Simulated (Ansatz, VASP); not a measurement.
## Two plane-wave programs on Ti

```
Ti
1.0
     2.86387    0.00000    0.00000
    -1.43193    2.48018    0.00000
     0.00000    0.00000    4.53999
Ti
2
Direct
  0.33333 0.66667 0.25000
  0.66667 0.33333 0.75000
```

Alike in both runs: task single point; functional LDA; k mesh 2 × 2 × 1; occupations fermi-dirac, width 0.1 eV; no spin polarisation.

```csv
,VASP,Ansatz
version,VASP 6.6.1,Ansatz 0.2.0
potentials or method,"VASP PAW LDA potentials, release 64 (Ti_sv)","plane waves (420 eV) with PAW, scalar-relativistic"
plane-wave cutoff (eV),520,420
valence electrons in the cell,24,24
```

```tsv
	VASP	Ansatz	Ansatz less VASP
pressure (GPa)	-7.2	-7.1	+0.10
largest component of the traceless stress (GPa)	36.13	36.12	-0.006
```

Ansatz warned: «pseudo_functional_mismatch».

Caveats: the k mesh is coarse (spacing up to 1.38 Å⁻¹), so the values aren't converged.
